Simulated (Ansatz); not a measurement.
# Nb: pressure up to the limit of the methods

How does Nb (hcp type) answer strong compression? Methods of the runs shown: PAW.

Computed with Ansatz 0.2.0 (DFT PBE, with the methods named in each step, unless a step's input says otherwise).

## (1) The system as given

It takes space group P6_3/mmc (No. 194, hexagonal). The conventional cell has a = 2.956 Å, b = 2.956 Å, c = 4.789 Å, α = 90.00°, β = 90.00°, γ = 120.00°. Around Nb (site symmetry -6m2) lie 12 Nb at 2.94 to 2.96 Å.

Coordinates:

```
Nb
1.0
     2.95639    0.00000    0.00000
    -1.47820    2.56031    0.00000
     0.00000    0.00000    4.78936
Nb
2
Direct
  0.33333 0.66667 0.25000
  0.66667 0.33333 0.75000
```

Whether this phase is the stable one at these pressures isn't tested.

Atoms are numbered in the order of the input: Nb1, Nb2.

## (2) Cell relaxed at zero pressure, PAW

Contents of input.yaml:

```yaml
crystal:
  lattice:
    - [2.9563926124, 0.0, 0.0]
    - [-1.4781963062, 2.5603111058, 0.0]
    - [0.0, 0.0, 4.789356032]
  atoms:
    - { symbol: Nb, position: [0.3333333333, 0.6666666667, 0.25] }
    - { symbol: Nb, position: [0.6666666667, 0.3333333333, 0.75] }
kpoints:
  mp_grid: { grid: [16, 16, 9] }
scf:
  occupations: { method: fermi_dirac, width: 0.05 }
hamiltonian:
  xc: pbe
  pseudopotentials: { kind: paw }
output:
  forces: true
  stress: true
  write_density: true
  write_potential: true
  elf: true
  volumetric_format: npy
relax:
  f_tol: 0.005
  max_steps: 40
  cell: {}
```

On the command line:

```sh
$ ansatz run input.yaml --threads 1 --pin off --max-ram 2048MiB --backend cpu --events-out ev --progress --plain --runs-dir out
```

The runs that follow: Volume scaled by 1, PAW; Shape and atoms relaxed at 0.92 of the volume, PAW; Volume scaled by 0.92, PAW; Shape and atoms relaxed at 0.84 of the volume, PAW; Volume scaled by 0.84, PAW; Shape and atoms relaxed at 0.76 of the volume, PAW; Volume scaled by 0.76, PAW; Shape and atoms relaxed at 0.68 of the volume, PAW; Volume scaled by 0.68, PAW; Shape and atoms relaxed at 0.6 of the volume, PAW; Volume scaled by 0.6, PAW; Shape and atoms relaxed at 0.52 of the volume, PAW; Volume scaled by 0.52, PAW; Volume scaled by 0.52, PAW (cutoff 300 eV); Shape and atoms relaxed at 0.45 of the volume, PAW; Volume scaled by 0.45, PAW; Volume scaled by 0.45, PAW (core large).

Before running it: what results should come out? Wanted: PAW pressure at 0.45 of the volume; PAW; fitted bulk modulus at zero pressure.

The runs gave:

```
                                       quantity      value
             PAW pressure at 0.45 of the volume  534.5 GPa
PAW (core large) pressure at 0.45 of the volume  534.5 GPa
     fitted bulk modulus at zero pressure (PAW)    159 GPa
                        its pressure derivative       3.69
```

At 0.45 of the starting volume PAW gives 534 GPa. A third-order Birch-Murnaghan curve fits the range only roughly (B₀ = 159 GPa, B′ = 3.69, misfit at most 2.42 GPa). A fit over so wide a range leans to the high pressures, so B₀ can be off by several per cent. No all-electron run checks these rows here, and frozen cores can fail under such compression. The ions are at rest, and the electrons smeared by 0.05 eV.
